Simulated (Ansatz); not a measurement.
TiS2: strain energy, fitted

TiS2, P-3m1, a = 3.361 Å, c = 5.520 Å. Ansatz: PBE+D3(BJ), PAW, 420 eV, Γ-centred 15×15×8 mesh on 3 atoms, Gaussian smearing 0.10 eV; no spin polarisation. Series: biaxial strain in the a-b plane, c and atoms relaxed; x is the strain in per cent. y is the free energy over the unstrained cell, V0 = 17.996 Å³/atom.

| x (%) | y (meV/atom) |
| --- | --- |
| -4.5 | ? |
| -3.0 | 18.10 |
| -1.5 | 4.44 |
| 0.0 | 0.00 |
| 1.5 | 4.21 |
| 3.0 | 16.43 |
| 4.5 | 36.09 |

Problem. Fit y = c2 x² + c3 x³ to the other rows, turn c2 into a modulus, and predict the missing energy.

Solution. Least squares on the rows shown. y = 1.9194 x² − 0.030552 x³. In eV per unit strain² c2 is 19.19; M is the biaxial modulus (E = M V0 ε²): 19.19 × 160.2 / (17.996) = 171 GPa. At x = -4.5 the fit asked for gives 41.65 meV/atom. The run gave 41.51 meV/atom, so the fit is 0.14 meV/atom too high, a small miss on the scale of the series.